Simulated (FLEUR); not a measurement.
# AlN (P6_3mc) in FLEUR: notebook

One crystal, AlN, is run at these levels: PBE; tasks: equation of state.

Program: FLEUR MaX-R8.1 (later development tree). These are calculated values, not measurements. Logs are shortened: lines on timing, memory, paths and dates and some standing lists are left out, and cuts for length are marked.

## Step 1: Starting point

Symmetry: P6_3mc, No. 186, hexagonal system. The conventional cell has a = 3.113 Å, b = 3.113 Å, c = 4.981 Å, α = 90.00°, β = 90.00°, γ = 120.00°. Around Al (site symmetry 3m) lie 4 N at 1.89 Å. N (site symmetry 3m) is surrounded by 4 Al at 1.89 Å.

## Step 2: Equation of state, PBE, 9.82 Å³/atom (volume scaled by 0.94)

inp.xml

```xml
<?xml version="1.0" encoding="UTF-8" standalone="no"?>
<fleurInput fleurInputVersion="0.39">
   <comment>
      AlN                                                                                                 
   </comment>
   <calculationSetup>
      <cutoffs Kmax="4.83" Gmax="15.0" GmaxXC="15.0" numbands="0"/>
      <scfLoop itmax="60" minDistance="0.00001" maxIterBroyd="15" imix="Anderson" alpha="0.05" precondParam="0.0" spinf="2.0" sdNocoIR="T"/>
      <coreElectrons ctail="T" frcor="F" kcrel="0" coretail_lmax="0"/>
      <xcFunctional name="pbe" relativisticCorrections="F"/>
      <magnetism jspins="1"/>
      <soc l_soc="F" theta="0.0" phi="0.0" spav="F"/>
      <expertModes spex="0" secvar="F"/>
      <geometryOptimization l_f="F" forcealpha="1.0" forcemix="BFGS" epsdisp="0.0005" epsforce="0.0002"/>
      <ldaU l_linMix="F" mixParam="0.05" spinf="1.0"/>
   </calculationSetup>
   <cell>
      <bzIntegration valenceElectrons="32.0" mode="hist" fermiSmearingEnergy="0.00183747">
         <kPointListSelection listName="default-1"/>
         <!-- k-points included here -->
         <xi:include xmlns:xi="http://www.w3.org/2001/XInclude" href="kpts.xml"> </xi:include>
      </bzIntegration>
      <!-- symmetry operations included here -->
      <xi:include xmlns:xi="http://www.w3.org/2001/XInclude" href="sym.xml"> </xi:include>
      <bulkLattice scale="0.9795861087">
         <bravaisMatrix>
            <row-1>    5.8827174258797994     0.0000000000000000     0.0000000000000000</row-1>
            <row-2>   -2.9413587129398997     5.0945827341332919     0.0000000000000000</row-2>
            <row-3>    0.0000000000000000     0.0000000000000000     9.4127258266325988</row-3>
         </bravaisMatrix>
      </bulkLattice>
   </cell>
   <atomSpecies>
      <species name="Aluminum (Al)" element="Al" atomicNumber="13">
         <mtSphere radius="1.72" gridPoints="585" logIncrement="0.019"/>
         <atomicCutoffs lmax="8" lnonsphr="6"/>
         <electronConfig flipSpins="F">
            <coreConfig>(1s1/2)</coreConfig>
            <valenceConfig>(2s1/2) (2p1/2) (2p3/2) (3s1/2) (3p1/2) (3p3/2)</valenceConfig>
            <stateOccupation state="(3p1/2)" spinUp="0.166667" spinDown="0.166667"/>
            <stateOccupation state="(3p3/2)" spinUp="0.333333" spinDown="0.333333"/>
         </electronConfig>
         <energyParameters s="3" p="3" d="3" f="4"/>
         <lo type="SCLO" l="0" n="2" eDeriv="0"/>
         <lo type="SCLO" l="1" n="2" eDeriv="0"/>
         <lo type="SCLO" l="2" n="3" eDeriv="2"/>
         <lo type="SCLO" l="3" n="4" eDeriv="2"/>
      </species>
      <species name="Nitrogen (N)" element="N" atomicNumber="7">
         <mtSphere radius="1.49" gridPoints="509" logIncrement="0.021"/>
         <atomicCutoffs lmax="8" lnonsphr="6"/>
         <electronConfig flipSpins="F">
            <coreConfig>(1s1/2)</coreConfig>
            <valenceConfig>(2s1/2) (2p1/2) (2p3/2)</valenceConfig>
            <stateOccupation state="(2p1/2)" spinUp="0.500000" spinDown="0.500000"/>
            <stateOccupation state="(2p3/2)" spinUp="1.000000" spinDown="1.000000"/>
         </electronConfig>
         <energyParameters s="2" p="2" d="3" f="4"/>
         <lo type="SCLO" l="0" n="2" eDeriv="2"/>
         <lo type="SCLO" l="1" n="2" eDeriv="2"/>
         <lo type="SCLO" l="2" n="3" eDeriv="2"/>
      </species>
   </atomSpecies>
   <atomGroups>
      <atomGroup species="Aluminum (Al)">
         <relPos label="                   1">-1.000/3.000 1.000/3.000 1.000/2.000</relPos>
         <relPos label="                   2">1.000/3.000 -1.000/3.000 .0000000000</relPos>
         <force calculate="T" relaxXYZ="TTT"/>
      </atomGroup>
      <atomGroup species="Nitrogen (N)">
         <relPos label="                   3">-1.000/3.000 1.000/3.000 -3.000/25.000</relPos>
         <relPos label="                   4">1.000/3.000 -1.000/3.000 .3800000000</relPos>
         <force calculate="T" relaxXYZ="TTT"/>
      </atomGroup>
   </atomGroups>
   <output dos="F" band="F" slice="F">
      <checks vchk="F" cdinf="F"/>
      <bandDOS minEnergy="-.5*Htr" maxEnergy="0.5*Htr" sigma="0.015" storeEVData="T"/>
      <vacuumDOS vacdos="F" integ="F" star="F" nstars="0" locx1="0.0" locy1="0.0" locx2="0.0" locy2="0.0" nstm="0" tworkf="0.0"/>
      <unfoldingBand unfoldBand="F" supercellX="1" supercellY="1" supercellZ="1"/>
      <plotting iplot="0" polar="F">
         <plot TwoD="T" vec1="  1.0  0.0  0.0" vec2="  0.0  1.0  0.0" vec3="  0.0  0.0  1.0" zero="  0.0  0.0  0.0" file="plot"/>
      </plotting>
      <chargeDensitySlicing numkpt="0" minEigenval="0.0" maxEigenval="0.0" nnne="0" pallst="F"/>
      <specialOutput eonly="F"/>
      <moessbauerParams electricFieldGradient="T" isomerShift="T" coreHyperfine="T" valenceHyperfine="T"/>
      <magneticCircularDichroism mcd="F" energyLo="-10.0" energyUp="0.0"/>
   </output>
  <!-- We include the file relax.xml here to enable relaxations (see documentation) -->
  <xi:include xmlns:xi="http://www.w3.org/2001/XInclude" href="relax.xml"> <xi:fallback/> </xi:include>
</fleurInput>
```

Potentials or basis: all-electron, FLAPW.

Command:

```sh
$ inpgen -f crystal.txt -profile fastHighL
$ # inp.xml edited to the form shown
$ fleur_MPI
```

The log of the run:

```text
Welcome to FLEUR        (www.flapw.de)
      MaX-Release 8.1          (www.max-centre.eu)

 ========== k-point set info ==========
 Selected k-point list: default-1
 k-point list type: mesh
 10 x 10 x 6
 Number of k points: 56

 ------------Calculation Setup---------------------------
 Number of MPI-tasks      :            1
 Number of PE/node        :            1
 Number of OMP-threads    :            1
 Most efficient MPI parallelization for:
           1           2           4           7           8          14          28          56
 Additional eigenvalue parallelization possible
 Number of basis functions:          649
 Approximate size of matrices (H+S) per k-point:         0.013 GB
 --------------------------------------------------------
 Iteration:     1   Distance:      29.61525869 me/bohr^3
 Iteration:     2   Distance:      25.77508850 me/bohr^3
 Iteration:     3   Distance:       8.57999252 me/bohr^3
 Iteration:     4   Distance:       5.24490286 me/bohr^3
 Iteration:     5   Distance:       0.87439772 me/bohr^3
 Iteration:     6   Distance:       0.64276989 me/bohr^3
 Iteration:     7   Distance:       0.19164503 me/bohr^3
 Iteration:     8   Distance:       0.13901952 me/bohr^3
 Iteration:     9   Distance:       0.02726009 me/bohr^3
 Iteration:    10   Distance:       0.00416423 me/bohr^3
 Iteration:    11   Distance:       0.00207221 me/bohr^3
 Iteration:    12   Distance:       0.00056283 me/bohr^3
 Iteration:    13   Distance:       0.00015277 me/bohr^3
 Iteration:    14   Distance:       0.00001970 me/bohr^3
 Iteration:    15   Distance:       0.00000382 me/bohr^3

 ********************************************************************
 Run finished successfully
 Stop message:
   all done
 ********************************************************************
```

out.xml (last iteration):

```text
<iteration numberForCurrentRun="   15" overallNumber="   15">
         <energyParameters units="Htr">
            <atomicEP atomType="1" spin="1" branch="3s" branchLowest="-3.38" branchHighest="3.30" value="-0.0803706333"/>
            <atomicEP atomType="1" spin="1" branch="3p" branchLowest="-1.94" branchHighest="3.65" value="0.0496006362"/>
            <atomicEP atomType="1" spin="1" branch="3d" branchLowest="-9.99" branchHighest="3.37" value="0.2114478836"/>
            <atomicEP atomType="1" spin="1" branch="4f" branchLowest="-9.99" branchHighest="6.61" value="0.3734082807"/>
            <loAtomicEP atomType="1" spin="1" branch="2s" branchLowest="-54.96" branchHighest="-3.38" value="-3.4145020549"/>
            <loAtomicEP atomType="1" spin="1" branch="2p" branchLowest="-9.99" branchHighest="-1.94" value="-1.9986141293"/>
            <loAtomicEP atomType="1" spin="1" branch="3d" branchLowest="-9.99" branchHighest="3.37" value="0.2114486712"/>
            <loAtomicEP atomType="1" spin="1" branch="4f" branchLowest="-9.99" branchHighest="6.61" value="0.3734120854"/>
            <atomicEP atomType="2" spin="1" branch="2s" branchLowest="-13.45" branchHighest="1.24" value="-0.2948016271"/>
            <atomicEP atomType="2" spin="1" branch="2p" branchLowest="-9.99" branchHighest="1.43" value="0.0132739780"/>
            <atomicEP atomType="2" spin="1" branch="3d" branchLowest="-9.99" branchHighest="5.52" value="0.2525201353"/>
            <atomicEP atomType="2" spin="1" branch="4f" branchLowest="-9.99" branchHighest="9.45" value="0.4127056565"/>
            <loAtomicEP atomType="2" spin="1" branch="2s" branchLowest="-13.45" branchHighest="1.24" value="-0.2948016271"/>
            <loAtomicEP atomType="2" spin="1" branch="2p" branchLowest="-9.99" branchHighest="1.43" value="0.0132186824"/>
            <loAtomicEP atomType="2" spin="1" branch="3d" branchLowest="-9.99" branchHighest="5.52" value="0.2525216002"/>
         </energyParameters>
         <eigenvalues>
            <eigenvaluesAt spin="1" ikpt="1" k_x="0.00000000" k_y="0.00000000" k_z="0.00000000">
                      -3.4143183019       -3.4142663257       -1.9984499559       -1.9978905152       -1.9977665527
                      -1.9977665527       -1.9976616684       -1.9976616684       -0.3001935483       -0.2138679763
                       0.0410624472        0.2394311838        0.2394311838        0.2639229134        0.2639229134
                       0.2710403261        0.4464261008        0.5358458034        0.6797896946        0.6978523630
                       0.6978523630        0.7769141121        0.7769141121        0.7770451542        0.8207940694
            </eigenvaluesAt>
            <eigenvaluesAt spin="1" ikpt="2" k_x="0.00000000" k_y="0.00000000" k_z="0.16666667">
                      -3.4143146746       -3.4142679667       -1.9983964609       -1.9979264211       -1.9977446863
                      -1.9977446863       -1.9976614032       -1.9976614032       -0.2959827149       -0.2224145650
                       0.0558429644        0.2410089521        0.2410089521        0.2490517123        0.2622141630
                       0.2622141630        0.4638874562        0.5384222326        0.6732673562        0.6964069116
                       0.6964069116        0.7453987269        0.7606326903        0.7606326903        0.8389075311
            </eigenvaluesAt>
            <eigenvaluesAt spin="1" ikpt="3" k_x="0.00000000" k_y="0.00000000" k_z="0.33333333">
                      -3.4143045772       -3.4142782231       -1.9982988096       -1.9980225622       -1.9977288059
                      -1.9977288059       -1.9976767586       -1.9976767586       -0.2837581157       -0.2424877629
                       0.0941371266        0.2005428355        0.2453059663        0.2453059663        0.2575632491
                       0.2575632491        0.4985419654        0.5407709154        0.6629768513        0.6980821785
                       0.6980821785        0.7012243108        0.7321800084        0.7321800085        0.8859818134
            </eigenvaluesAt>
            <eigenvaluesAt spin="1" ikpt="4" k_x="0.00000000" k_y="0.00000000" k_z="0.50000000">
                      -3.4142903635       -3.4142903635       -1.9981573115       -1.9981573115       -1.9976896036
                      -1.9976896036       -1.9976896036       -1.9976896036       -0.2649173407       -0.2649173407
                       0.1454035451        0.1454035451        0.2513771561        0.2513771561        0.2513771561
                       0.2513771561        0.5286137273        0.5286137273        0.6699560553        0.6699560553
                       0.7096875029        0.7096875029        0.7096875029        0.7096875029        0.9507930871
            </eigenvaluesAt>
         </eigenvalues>
         <bandgap value="4.7724900574" units="eV"/>
         <sumValenceSingleParticleEnergies value="-36.4453075638" units="Htr"/>
         <FermiEnergy value="0.2710403261" units="Htr"/>
         <valenceDensity>
            <mtCharges spin="1">
               <mtCharge atomType="1" total="8.5875661" s="2.2307094" p="6.2446785" d="0.0994814" f="0.0105239"/>
               <mtCharge atomType="2" total="3.7741521" s="1.1786915" p="2.5898156" d="0.0049789" f="0.0004823"/>
            </mtCharges>
            <spinDependentCharge spin="1" total="32.0000000" interstitial="7.2765637" mtSpheres="24.7234363"/>
            <totalCharge value="32.0000000000"/>
         </valenceDensity>
         <coreStates atomType="     1" atomicNumber=" 13" spin="1" kinEnergy="    159.3050763616" eigValSum="   -109.9163722566" lostElectrons=" 0.000000">
            <state n="1" l="0" j="0.5" energy="-54.9581861283" weight="1.0000000000"/>
         </coreStates>
         <coreStates atomType="     2" atomicNumber="  7" spin="1" kinEnergy="     44.1095486789" eigValSum="    -26.9006943840" lostElectrons=" 0.000005">
            <state n="1" l="0" j="0.5" energy="-13.4503471920" weight="1.0000000000"/>
         </coreStates>
         <allElectronCharges>
            <spinDependentCharge spin="1" total="40.0000000" interstitial="7.2765737" mtSpheres="32.7234263"/>
            <totalCharge value="39.9999999983"/>
         </allElectronCharges>
         <moessbauerParams unitsHFF="kG" unitsIS="e/bohr^3" unitsEFG="Htr/bohr^2">
            <coreIsomerShift atomType="1" isTotal="1403.13523">
               <shell n="1" l="0" isomerShift="1403.13523"/>
            </coreIsomerShift>
            <coreIsomerShift atomType="2" isTotal="201.04390">
               <shell n="1" l="0" isomerShift="201.04390"/>
            </coreIsomerShift>
            <isomerShift atomType="1" nucleusRadius="0.0000708" averageDensity="1501.48279"/>
            <isomerShift atomType="2" nucleusRadius="0.0000569" averageDensity="209.65029"/>
            <electricFieldGradient atomType="1" VXX="-0.01430" VYY="-0.01430" VZZ="0.02861" asymParam="0.00000">
            </electricFieldGradient>
            <electricFieldGradient atomType="2" VXX="0.00102" VYY="0.00102" VZZ="-0.00204" asymParam="0.00000">
            </electricFieldGradient>
         </moessbauerParams>
         <totalEnergy                                    value="     -595.3607199919" units="Htr">
            <sumOfEigenvalues                            value="     -310.0794408449">
               <coreElectrons value="-273.6341332811"/>
               <valenceElectrons value="-36.4453075638"/>
            </sumOfEigenvalues>
            <densityCoulombPotentialIntegral value="-840.4219623809"/>
            <densityEffectivePotentialIntegral value="-906.6430551603"/>
            <chargeDenXCDenIntegral value="-51.3469140403"/>
            <FockExchangeEnergyValence value="0.0000000000"/>
            <FockExchangeEnergyCore value="0.0000000000"/>
            <atomTypeDependentContributions atomType="1">
               <electronNucleiInteractionDifferentMTs value="569.8782006691"/>
               <MadelungTerm value="-17.8249397492"/>
            </atomTypeDependentContributions>
            <atomTypeDependentContributions atomType="2">
               <electronNucleiInteractionDifferentMTs value="125.7579406815"/>
               <MadelungTerm value="-6.9053579768"/>
            </atomTypeDependentContributions>
            <tkbTimesEntropy value="0.0000000000"/>
            <freeEnergy value="-595.3607199919"/>
            <extrapolationTo0K value="-595.3607199919"/>
         </totalEnergy>
         <densityConvergence units="me/bohr^3">
            <chargeDensity spin="1" distance="0.0000038184"/>
         </densityConvergence>
      </iteration>
```

It took 3.2 min on 1 thread of Arm Neoverse V1, shared host; peak memory 0.08 GiB.

What came out:

```
Free energy                                           : -16200.5905 eV
Band gap on the k mesh                                : 4.77 eV, direct
Valence electrons inside the program's atomic spheres : Al 8.59; N 3.77 (radii Al 1.72, N 1.49 bohr)
```

(Part 1 of 2 ends here.)
